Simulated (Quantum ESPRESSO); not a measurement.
TaN:

```
Ta N
1.0
     2.73231    0.00000    0.00000
     0.00000    2.73231    0.00000
     0.00000    0.00000    2.73231
Ta N
1 1
Cartesian
  0.0000 0.0000 0.0000
  1.3662 1.3662 1.3662
```

The cell comes from a database or a generator and needn't be the stable form of this composition.

- Program: Quantum ESPRESSO 7.5
- Task: single point
- Functional: PBE
- Potentials or basis: SSSP 1.3 efficiency PBE
- Cutoff: 816 eV
- Density cutoff: 6531 eV
- k mesh: 10 × 10 × 10
- Occupations: fermi-dirac, width 0.05 eV
- Spin: no spin polarisation

On this cell: pressure 5.6 GPa; largest force zero by symmetry; band gap on the k mesh none (metal or under the smearing width).

The same run follows on a disturbed copy (atoms moved at random, drawn with an rms of 0.05 Å):

```
Ta N
1.0
     2.73231    0.00000    0.00000
     0.00000    2.73231    0.00000
     0.00000    0.00000    2.73231
Ta N
1 1
Direct
  0.01205 0.00257 0.99657
  0.48483 0.50212 0.50034
```

Question: What does the disturbed cell give?

Answer: The energy (extrapolated to zero smearing) moves by +6.2 meV/atom; pressure 6.3 GPa; largest force 0.334 eV/Å; band gap on the k mesh none (metal or under the smearing width).

Forces in eV/Å, atoms in the order of the input:
```
Ta  -0.331 -0.006  0.047
N    0.331  0.006 -0.047
```

Stress tensor (GPa, compression positive):
```
 6.66  0.04 -0.31
 0.04  6.09 -0.01
-0.31 -0.01  6.10
```
